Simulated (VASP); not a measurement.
## Lu: relaxation of cell and atoms with RPBE

The system is Lu.

```
CELL_PARAMETERS angstrom
-1.95411 1.95411 1.95411
1.95411 -1.95411 1.95411
1.95411 1.95411 -1.95411
ATOMIC_POSITIONS crystal
Lu 0.00000 0.00000 0.00000
```

This isn't the form of Lu at room conditions, which is hcp.

```
Program                : VASP 6.6.1
Task                   : relaxation of cell and atoms
Functional             : RPBE
Potentials or basis    : VASP PAW PBE potentials, release 64 (Lu)
Cutoff                 : 600 eV
k mesh                 : 10 × 10 × 10
Occupations            : fermi-dirac, width 0.05 eV
Spin                   : no spin polarisation
Further INCAR settings : ALGO = Normal; EDIFF = 1e-06; IBRION = 2; EDIFFG = -0.005; NSW = 60; ISIF = 3
```

```yaml
Relaxed_volume: 31.13 Å³/atom
Relaxed_cell: a = 3.433 Å, b = 3.433 Å, c = 3.433 Å, α = 109.47°, β = 109.47°, γ = 109.47°
Space_group_after_relaxing_to_0.05_Å: Im-3m (No. 229)
Energy_gained_by_relaxing: 7.0 meV/atom
Ionic_steps: 4
Pressure_after_relaxing: 0.0 GPa
Band_gap_on_the_k_mesh: none (metal or under the smearing width)
```

The path:
```csv
step,energy change (eV),largest force (eV/Å),pressure (GPa),volume (Å³)
1,0.0000,0.0000,1.80,29.85
2,-0.0068,0.0000,-0.13,31.32
3,-0.0070,0.0000,-0.07,31.19
4,-0.0070,0.0000,-0.01,31.13
```

Final structure:
```
CELL_PARAMETERS angstrom
-1.98179 1.98179 1.98179
1.98179 -1.98179 1.98179
1.98179 1.98179 -1.98179
ATOMIC_POSITIONS crystal
Lu 0.00000 0.00000 0.00000
```

Levels at points of the mesh, in eV from the Fermi level:
| k point | band 8 | band 9 | band 10 | band 11 | band 12 | band 13 | band 14 | band 15 | band 16 |
| --- | --- | --- | --- | --- | --- | --- | --- | --- | --- |
| (0.00, 0.00, 0.00) | -5.28 | -5.20 | -5.20 | -5.20 | -5.18 | 2.11 | 2.11 | 2.11 | 4.18 |
| (0.50, 0.00, 0.00) | -5.22 | -5.21 | -5.20 | -5.19 | -2.40 | 0.27 | 0.47 | 3.94 | 4.87 |
| (0.50, 0.50, 0.50) | -5.24 | -5.19 | -5.19 | -5.19 | -1.34 | -1.34 | 5.30 | 5.30 | 5.30 |

Run time: 48 s on 1 thread of Intel(R) Xeon(R) 6975P-C (Granite Rapids), with other jobs on the host, peak memory 0.19 GiB.

Caveat: the PAW data sets were made with another functional, which shifts forces and pressure a little. Spin-orbit coupling is left out, which matters for the levels of Lu.
